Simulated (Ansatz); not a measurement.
Frontier orbitals of `CC[NH+](CC)CC`.

Total charge 1; spin multiplicity 1. The geometry is a stationary point of PBE0-D4/def2-TZVP. It is one conformer, not always the lowest. Basis def2-TZVPP, the Gaussian-basis code of Ansatz.

| functional | HOMO (eV) | LUMO (eV) | gap (eV) |
| --- | --- | --- | --- |
| PBE | -12.87 | -4.34 | 8.53 |
| B97M-V | -13.32 | -4.18 | 9.14 |
| PBE0 | -14.31 | -3.45 | 10.86 |
| B3LYP | -14.13 | -3.78 | 10.35 |
| ωB97M-V | -16.64 | -1.93 | 14.71 |

Against PBE, PBE0 changes HOMO and LUMO by −1.44 and +0.89 eV, ωB97M-V by −3.77 and +2.41 eV. A gap of 8.53 eV thus becomes 14.72 eV for the same molecule, so an orbital gap means little without its functional.

B3LYP here is the variant with VWN-RPA as its local correlation; programs differ in this.
